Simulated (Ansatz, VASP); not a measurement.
Zn2SnN in VASP and in Ansatz

```
Zn Sn N
1.0
     3.29762    0.00000    0.00000
    -1.64881    2.85582    0.00000
     0.00000    0.00000    8.80415
Zn Sn N
2 1 1
Direct
  0.00000 0.00000 0.79663
  0.00000 0.00000 0.20337
  0.00000 0.00000 0.50000
  0.00000 0.00000 0.00000
```

Alike in both runs: functional PBE; k mesh 6 × 6 × 2; occupations gaussian, width 0.1 eV; no spin polarisation.

Ansatz relaxed the structure, and its values are those at the end. VASP's run is a single point on that final structure, the one shown.

```csv
,VASP,Ansatz
version,VASP 6.6.1,Ansatz 0.2.0
potentials or method,"VASP PAW PBE potentials, release 64 (Zn, Sn_d, N)","scalar-relativistic, plane waves, PAW"
plane-wave cutoff (eV),520,420
valence electrons in the cell,43,43
```

VASP gave:

```
gap on the k mesh at the Fermi level (eV) : none
pressure (GPa)                            : 0.2
rms of the force components (eV/Å)        : 0.044
```

Q: Which values does Ansatz return?

A: gap on the k mesh at the Fermi level (eV): none; pressure (GPa): -0.2; rms of the force components (eV/Å): 0.001.

A gap of «none» marks a metal or a gap that the smearing closes. The functional is the same, so the differences come from potentials, cutoffs and numerics.

Caveats: the k mesh is coarse (spacing up to 0.37 Å⁻¹), so the values aren't converged.
